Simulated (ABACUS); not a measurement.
# Ni (Fm-3m) in ABACUS: a series of runs

Aim: see how the results for Ni move with the level of theory and the settings. Levels: r2SCAN, HLE16, PBE. Tasks: band structure, equation of state.

All numbers are computed with ABACUS 3.10.1; they aren't measurements. Logs are shortened: lines on timing, memory, paths and dates and some standing lists are left out, and cuts for length are marked.

**1. Starting point**

The structure is cubic, space group Fm-3m (No. 225). Conventional cell: a = 3.475 Å, b = 3.475 Å, c = 3.475 Å, α = 90.00°, β = 90.00°, γ = 90.00°. Ni (site symmetry m-3m) is surrounded by 12 Ni at 2.46 Å.

**2. Band structure, r2SCAN, collinear spin, ferromagnetic start**

File INPUT:

```
INPUT_PARAMETERS
suffix              Ni
calculation         nscf
basis_type          lcao
pseudo_dir          ./
orbital_dir         ./
symmetry            -1
dft_functional      MGGA_X_R2SCAN+MGGA_C_R2SCAN
ecutwfc             100.0
pseudo_rcut         10
nspin               2
nbands              20
ks_solver           genelpa
smearing_method     fd
smearing_sigma      0.00367493
scf_thr             1e-07
scf_nmax            100
mixing_type         broyden
mixing_beta         0.4
mixing_tau          1
init_chg            file
out_band            1
```

File STRU:

```
ATOMIC_SPECIES
Ni 58.6934 Ni_ONCV_PBE-1.2.upf

NUMERICAL_ORBITAL
Ni_confined-atom_7au_3s2p2d1f.orb

LATTICE_CONSTANT
4.6436225084

LATTICE_VECTORS
0.0000000000 0.7071067812 0.7071067812
0.7071067812 0.0000000000 0.7071067812
0.7071067812 0.7071067812 0.0000000000

ATOMIC_POSITIONS
Cartesian

Ni
0.0
1
0.0000000000 0.0000000000 0.0000000000 1 1 1 mag 1
```

File KPT:

```
K_POINTS
12
Line
0.00000000 0.00000000 0.00000000 10 // G
0.50000000 0.00000000 0.50000000 10 // X
0.50000000 0.25000000 0.75000000 10 // W
0.37500000 0.37500000 0.75000000 10 // K
0.00000000 0.00000000 0.00000000 10 // G
0.50000000 0.50000000 0.50000000 10 // L
0.62500000 0.25000000 0.62500000 10 // U
0.50000000 0.25000000 0.75000000 10 // W
0.50000000 0.50000000 0.50000000 10 // L
0.37500000 0.37500000 0.75000000 1 // K
0.62500000 0.25000000 0.62500000 10 // U
0.50000000 0.00000000 0.50000000 1 // X
```

Potentials or basis: SG15 ONCV 1.2 PBE, DZP LCAO (the cutoffs set its grid).

Started as:

```
$ OMP_NUM_THREADS=1 mpirun -np 4 abacus > log
```

running log:

```text
ABACUS v3.10.1

               Atomic-orbital Based Ab-initio Computation at UStc

 ------------------------------------------------------------------------------------

 READING GENERAL INFORMATION
                           global_out_dir = OUT.Ni/
                           global_in_card = INPUT
                               pseudo_dir = ./
                              orbital_dir = ./
                                    DSIZE = 4
                                    GSIZE = 1

 READING UNITCELL INFORMATION
                                    ntype = 1
                  lattice constant (Bohr) = 4.64362
              lattice constant (Angstrom) = 2.4573

 READING ATOM TYPE 1
                               atom label = Ni
                      L=0, number of zeta = 3
                      L=1, number of zeta = 2
                      L=2, number of zeta = 2
                      L=3, number of zeta = 1
             number of atom for this type = 1
               magnetization of element 1 = 1

                        TOTAL ATOM NUMBER = 1
CARTESIAN COORDINATES ( UNIT =       4.643622508400 Bohr ).
    atom                   x                   y                   z     mag                  vx                  vy                  vz
tauc_Ni1            0.0000000000        0.0000000000        0.0000000000  1.0000        0.0000000000        0.0000000000        0.0000000000

                          Volume (Bohr^3) = 70.8037
                             Volume (A^3) = 10.492

 Lattice vectors: (Cartesian coordinate: in unit of a_0)
                   +0           +0.707107           +0.707107
            +0.707107                  +0           +0.707107
            +0.707107           +0.707107                  +0
 Reciprocal vectors: (Cartesian coordinate: in unit of 2 pi/a_0)
            -0.707107           +0.707107           +0.707107
            +0.707107           -0.707107           +0.707107
            +0.707107           +0.707107           -0.707107
 The esolver type has been set to : ksdft_lcao

                PAO radial cut off (Bohr) = 10

 Read in pseudopotential file is Ni_ONCV_PBE-1.2.upf
                     pseudopotential type = NC
          exchange-correlation functional = PBE
                 nonlocal core correction = 0
                        valence electrons = 18
                                     lmax = 2
                           number of zeta = 0
                     number of projectors = 6
                           L of projector = 0
                           L of projector = 0
                           L of projector = 1
                           L of projector = 1
                           L of projector = 2
                           L of projector = 2
 XC functional updated to : MGGA_X_R2SCAN+MGGA_C_R2SCAN
          exchange-correlation functional = MGGA_X_R2SCAN+MGGA_C_R2SCAN
     initial pseudo atomic orbital number = 0
 The readin total magnetization is 1

 SETUP THE ELECTRONS NUMBER
            electron number of element Ni = 18
      total electron number of element Ni = 18
            AUTOSET number of electrons:  = 18
                           occupied bands = 9
                                   NLOCAL = 26
                                   NBANDS = 20
                                   NBANDS = 20
                                   NLOCAL = 26

[... 78 lines left out ...]
       minimum distributed K point number = 102
                             nks(nspin=2) = 204
                          nkstot(nspin=2) = 204

[... K-POINTS CARTESIAN COORDINATES: 204 rows ...]

[... K-POINTS DIRECT COORDINATES: 204 rows ...]

 SETUP PLANE WAVES FOR WAVE FUNCTIONS
     energy cutoff for wavefunc (unit:Ry) = 100
              fft grid for wave functions = [ 30, 30, 30 ]
                    number of plane waves = 1639
                         number of sticks = 187

 PARALLEL PW FOR WAVE FUNCTIONS
     PROC   COLUMNS(POT)             PW
        1             47            411
        2             46            409
        3             47            410
        4             47            409
 --------------- sum -------------------
        4            187           1639

 SET NONLOCAL PSEUDOPOTENTIAL PROJECTORS
 max number of nonlocal projetors among all species is 6

 -------------------------------------------
 NONSELF-CONSISTENT
 -------------------------------------------

 SETUP SEARCHING RADIUS FOR PROGRAM TO SEARCH ADJACENT ATOMS
                  longest orb rcut (Bohr) = 7
   longest nonlocal projector rcut (Bohr) = 2.3
                     search radius (Bohr) = 18.6
              searching radius is (Bohr)) = 18.6
         searching radius unit is (Bohr)) = 4.64
                         PeriodicBoundary = 1
                        Radius(unit:lat0) = 4.01
                                   glayer = [ 6, 6, 6 ]
                             glayer_minus = [ 5, 5, 5 ]

Find the coordinate range of the input atom(unit:lat0).
                                  min_tau = [ -7.07, -7.07, -7.07 ]
                                  max_tau = [ 7.07, 7.07, 7.07 ]
                                BoxNumber = [ 11, 11, 11 ]

 SETUP EXTENDED REAL SPACE GRID FOR GRID INTEGRATION
                          real space grid = [ 30, 30, 30 ]
                 big cell numbers in grid = [ 15, 15, 15 ]
             meshcell numbers in big cell = [ 2, 2, 2 ]
                        extended fft grid = [ 28, 28, 28 ]
                dimension of extened grid = [ 72, 72, 72 ]
                            UnitCellTotal = 125
              Atom number in sub-FFT-grid = 1
    Local orbitals number in sub-FFT-grid = 26
                                ParaV.nnr = 52221
                                 init_chg = file
 try to read charge from file
 Read in the charge density: OUT.Ni//Ni-CHARGE-DENSITY.restart
 try to read kinetic energy density from file
 Read in the kinetic energy density: OUT.Ni//Ni-TAU-DENSITY.restart

 LCAO ALGORITHM --------------- ION=   1  ELEC=   1--------------------------------
[... levels at 204 k points of this process ...]

          total magnetism (Bohr mag/cell) = 0.732672
       absolute magnetism (Bohr mag/cell) = 0.875728
                        nelec for spin up = 9.36634
                      nelec for spin down = 8.63366

 Density error is 0.00000000000
----------------------------------------------------------
     Energy           Rydberg                 eV
----------------------------------------------------------
 E_KohnSham     -308.2418345875      -4193.8453123634
 E_KS(sigma->0) -308.2412828134      -4193.8378050916
 E_Harris       -308.2418345875      -4193.8453123634
 E_band         -19.2868444694       -262.4109812231
 E_one_elec     -125.9259424156      -1713.3103428714
 E_Hartree      74.1968707762        1009.5002163255
 E_xc           -30.3081282935       -412.3632405069
 E_Ewald        -226.2035311064      -3077.6569307670
 E_entropy(-TS) -0.0011035482        -0.0150145436
 E_descf        0.0000000000         0.0000000000
 E_exx          0.0000000000         0.0000000000
 E_Fermi        1.5448713130         21.0190525337
----------------------------------------------------------

 charge density convergence is achieved
 final etot is -4193.8453124 eV
 EFERMI = 21.019052534 eV

 STATE ENERGY(eV) AND OCCUPATIONS    NSPIN == 2
SPIN UP :
 1/102 kpoint (Cartesian) = 0.0000 0.0000 0.0000 (312 pws)
       1       -86.4644     0.00980392
       2       -45.7494     0.00980392
       3       -45.7494     0.00980392
       4       -45.7494     0.00980392
       5        11.1854     0.00980392
       6        17.7153     0.00980392
[... 122 lines left out ...]
      19        69.5140        0.00000
      20        74.3771        0.00000

[... levels at 198 further k points ...]

 --------------------------------------------
 !FINAL_ETOT_IS -4193.845312363402 eV
 --------------------------------------------

 Output bands in file: OUT.Ni/BANDS_1.dat

 Output bands in file: OUT.Ni/BANDS_2.dat
```

stdout:

```text
ABACUS v3.10.1

               Atomic-orbital Based Ab-initio Computation at UStc

 dft_functional readin is: MGGA_X_R2SCAN+MGGA_C_R2SCAN
 dft_functional in pseudopot file is: PBE
 Please make sure this is what you need
[... 19 lines left out ...]
 Ni      3s2p2d1f-7au    26          1
 ---------------------------------------------------------
 Initial plane wave basis and FFT box
 ---------------------------------------------------------
 -------------------------------------------
 NONSELF-CONSISTENT :
 -------------------------------------------
 START CHARGE      : file
 ITER      TMAG       AMAG        ETOT/eV          EDIFF/eV         DRHO         DKIN     TIME/s
 GE1      7.33e-01   8.76e-01  -4.19384531e+03   0.00000000e+00   0.0000e+00   0.0000e+00   1.98
```

It took 2.4 s on 4 MPI ranks of Intel Xeon 6975P-C (Granite Rapids), shared host; peak memory 0.4 GiB.

Levels at the corners of the path, in eV from the Fermi level:
Spin up:
```csv
point,band 7,band 8,band 9,band 10,band 11,band 12
Γ,-3.08,-3.08,-1.73,-1.73,26.11,30.55
X,-0.98,-0.98,-0.97,2.71,9.85,15.99
W,-3.71,-1.79,-0.98,8.29,8.29,10.56
K,-2.66,-1.56,-1.25,6.12,7.78,10.71
Γ,-3.08,-3.08,-1.73,-1.73,26.11,30.55
L,-3.01,-1.08,-1.08,-0.29,6.03,24.81
U,-2.66,-1.56,-1.25,6.12,7.78,10.71
W,-3.71,-1.79,-0.98,8.29,8.29,10.56
L,-3.01,-1.08,-1.08,-0.29,6.03,24.81
K,-2.66,-1.56,-1.25,6.12,7.78,10.71
U,-2.66,-1.56,-1.25,6.12,7.78,10.71
X,-0.98,-0.98,-0.97,2.71,9.85,15.99
```
Spin down:
```csv
point,band 6,band 7,band 8,band 9,band 10,band 11
Γ,-1.79,-1.79,-1.79,-0.80,-0.80,25.91
X,-3.94,0.00,0.49,0.49,2.43,10.21
W,-2.71,-2.71,-0.90,0.49,8.46,8.46
K,-3.50,-1.64,-0.64,0.20,6.32,8.00
Γ,-1.79,-1.79,-1.79,-0.80,-0.80,25.91
L,-2.00,-2.00,-0.55,0.19,0.19,6.66
U,-3.50,-1.64,-0.64,0.20,6.32,8.00
W,-2.71,-2.71,-0.90,0.49,8.46,8.46
L,-2.00,-2.00,-0.55,0.19,0.19,6.66
K,-3.50,-1.64,-0.64,0.20,6.32,8.00
U,-3.50,-1.64,-0.64,0.20,6.32,8.00
X,-3.94,0.00,0.49,0.49,2.43,10.21
```

Caveat: the atomic orbitals were generated for these runs and aren't a published set; the density is read from an earlier self-consistent run, whose mesh may be coarse; the basis of atomic orbitals isn't converged, which shifts pressures, moduli and gaps.

**3. Band structure, HLE16, collinear spin, ferromagnetic start**

File INPUT:

```
INPUT_PARAMETERS
suffix              Ni
calculation         nscf
basis_type          pw
pseudo_dir          ./
symmetry            -1
dft_functional      GGA_XC_HLE16
ecutwfc             98.0
pseudo_rcut         10
nspin               2
nbands              20
ks_solver           dav
smearing_method     fd
smearing_sigma      0.00367493
scf_thr             1e-08
scf_nmax            100
mixing_type         broyden
mixing_beta         0.4
init_chg            file
pw_diag_thr         1e-07
out_band            1
kpar                4
```

File STRU:

```
ATOMIC_SPECIES
Ni 58.6934 Ni.upf

LATTICE_CONSTANT
1.8897261246

LATTICE_VECTORS
0.0000000000 1.7375729330 1.7375729330
1.7375729330 0.0000000000 1.7375729330
1.7375729330 1.7375729330 0.0000000000

ATOMIC_POSITIONS
Cartesian

Ni
0.0
1
0.0000000000 0.0000000000 0.0000000000 1 1 1 mag 1
```

KPT is that of step 2.

Potentials or basis: PseudoDojo NC SR 0.5 PBE standard, plane waves.

Started as:

```
$ OMP_NUM_THREADS=1 mpirun -np 4 abacus > log
```

Run time: 9.4 s. Hardware: 4 MPI ranks of AMD EPYC 7R13 (Zen 3), shared host; peak memory 0.36 GiB.

Levels at the corners of the path, in eV from the Fermi level:
Spin up:
```csv
point,band 5,band 6,band 7,band 8,band 9,band 10,band 11,band 12,band 13,band 14
Γ,-7.63,-1.73,-1.73,-1.73,-0.71,-0.71,25.25,29.83,29.83,29.83
X,-3.91,-3.43,-0.04,0.13,0.13,4.07,10.58,16.97,16.97,20.90
W,-3.07,-2.28,-2.28,-0.75,0.13,9.28,9.28,11.05,13.43,32.35
K,-3.25,-2.93,-1.33,-0.55,-0.11,7.20,8.68,11.68,19.28,23.19
Γ,-7.63,-1.73,-1.73,-1.73,-0.71,-0.71,25.25,29.83,29.83,29.83
L,-3.87,-1.76,-1.76,-0.03,-0.03,1.09,7.16,23.60,27.32,27.32
U,-3.25,-2.93,-1.33,-0.55,-0.11,7.20,8.68,11.68,19.28,23.19
W,-3.07,-2.28,-2.28,-0.75,0.13,9.28,9.28,11.05,13.43,32.35
L,-3.87,-1.76,-1.76,-0.03,-0.03,1.09,7.16,23.60,27.32,27.32
K,-3.25,-2.93,-1.33,-0.55,-0.11,7.20,8.68,11.68,19.28,23.19
U,-3.25,-2.93,-1.33,-0.55,-0.11,7.20,8.68,11.68,19.28,23.19
X,-3.91,-3.43,-0.04,0.13,0.13,4.07,10.58,16.97,16.97,20.90
```
Spin down:
```tsv
point	band 5	band 6	band 7	band 8	band 9	band 10	band 11	band 12	band 13	band 14
Γ	-7.63	-1.73	-1.73	-1.73	-0.71	-0.71	25.25	29.83	29.83	29.83
X	-3.91	-3.43	-0.04	0.13	0.13	4.07	10.58	16.97	16.97	20.90
W	-3.07	-2.28	-2.28	-0.75	0.14	9.28	9.28	11.05	13.43	32.35
K	-3.25	-2.93	-1.33	-0.55	-0.11	7.20	8.68	11.68	19.28	23.19
Γ	-7.63	-1.73	-1.73	-1.73	-0.71	-0.71	25.25	29.83	29.83	29.83
L	-3.87	-1.76	-1.76	-0.03	-0.03	1.09	7.16	23.60	27.32	27.32
U	-3.25	-2.93	-1.33	-0.55	-0.11	7.20	8.68	11.68	19.28	23.19
W	-3.07	-2.28	-2.28	-0.75	0.14	9.28	9.28	11.05	13.43	32.35
L	-3.87	-1.76	-1.76	-0.03	-0.03	1.09	7.16	23.60	27.32	27.32
K	-3.25	-2.93	-1.33	-0.55	-0.11	7.20	8.68	11.68	19.28	23.19
U	-3.25	-2.93	-1.33	-0.55	-0.11	7.20	8.68	11.68	19.28	23.19
X	-3.91	-3.43	-0.04	0.13	0.13	4.07	10.58	16.97	16.97	20.90
```

Caveat: the potentials were made for a functional far from this one; the density is read from an earlier self-consistent run, whose mesh may be coarse.

**4. Band structure, PBE, collinear spin, ferromagnetic start**

Edit INPUT of step 3 so:

```diff
@@ -6,3 +6,3 @@
 symmetry            -1
-dft_functional      GGA_XC_HLE16
+dft_functional      pbe
 ecutwfc             98.0
```

Edit STRU of step 3 so:

```diff
@@ -1,3 +1,3 @@
 ATOMIC_SPECIES
-Ni 58.6934 Ni.upf
+Ni 58.6934 Ni_ONCV_PBE-1.2.upf
 
@@ -12,3 +12,3 @@
 ATOMIC_POSITIONS
-Cartesian
+Direct
```

KPT is that of step 3.

Potentials or basis: SG15 ONCV 1.2 PBE, plane waves.

Started as:

```
$ OMP_NUM_THREADS=1 mpirun -np 4 abacus > log
```

It took 7.7 s on 4 MPI ranks of AMD EPYC 7R13 (Zen 3), shared host; peak memory 0.36 GiB.

Levels at the corners of the path, in eV from the Fermi level:
Spin up:
```tsv
point	band 5	band 6	band 7	band 8	band 9	band 10	band 11	band 12	band 13	band 14
Γ	-9.26	-2.59	-2.59	-2.59	-1.33	-1.33	24.29	28.37	28.37	28.37
X	-4.90	-4.45	-0.57	-0.51	-0.51	2.49	9.55	15.24	15.24	20.04
W	-3.98	-3.26	-3.26	-1.39	-0.51	7.95	7.95	10.21	11.57	31.09
K	-4.20	-3.93	-2.24	-1.16	-0.78	5.89	7.50	10.32	17.63	22.01
Γ	-9.26	-2.59	-2.59	-2.59	-1.33	-1.33	24.29	28.37	28.37	28.37
L	-5.08	-2.56	-2.56	-0.64	-0.64	-0.34	5.92	22.71	25.45	25.45
U	-4.20	-3.93	-2.24	-1.16	-0.78	5.89	7.50	10.32	17.63	22.01
W	-3.98	-3.26	-3.26	-1.39	-0.51	7.95	7.95	10.21	11.57	31.09
L	-5.08	-2.56	-2.56	-0.64	-0.64	-0.34	5.92	22.71	25.45	25.45
K	-4.20	-3.93	-2.24	-1.16	-0.78	5.89	7.50	10.32	17.63	22.01
U	-4.20	-3.93	-2.24	-1.16	-0.78	5.89	7.50	10.32	17.63	22.01
X	-4.90	-4.45	-0.57	-0.51	-0.51	2.49	9.55	15.24	15.24	20.04
```
Spin down:
```csv
point,band 6,band 7,band 8,band 9,band 10,band 11
Γ,-1.78,-1.78,-1.78,-0.67,-0.67,24.15
X,-3.78,0.10,0.41,0.41,2.46,9.81
W,-2.60,-2.60,-0.77,0.41,8.15,8.15
K,-3.34,-1.57,-0.51,0.12,6.11,7.70
Γ,-1.78,-1.78,-1.78,-0.67,-0.67,24.15
L,-1.88,-1.88,-0.40,0.17,0.17,6.36
U,-3.34,-1.57,-0.51,0.12,6.11,7.70
W,-2.60,-2.60,-0.77,0.41,8.15,8.15
L,-1.88,-1.88,-0.40,0.17,0.17,6.36
K,-3.34,-1.57,-0.51,0.12,6.11,7.70
U,-3.34,-1.57,-0.51,0.12,6.11,7.70
X,-3.78,0.10,0.41,0.41,2.46,9.81
```

Caveat: the density is read from an earlier self-consistent run, whose mesh may be coarse.

[end of part 1 of 2]
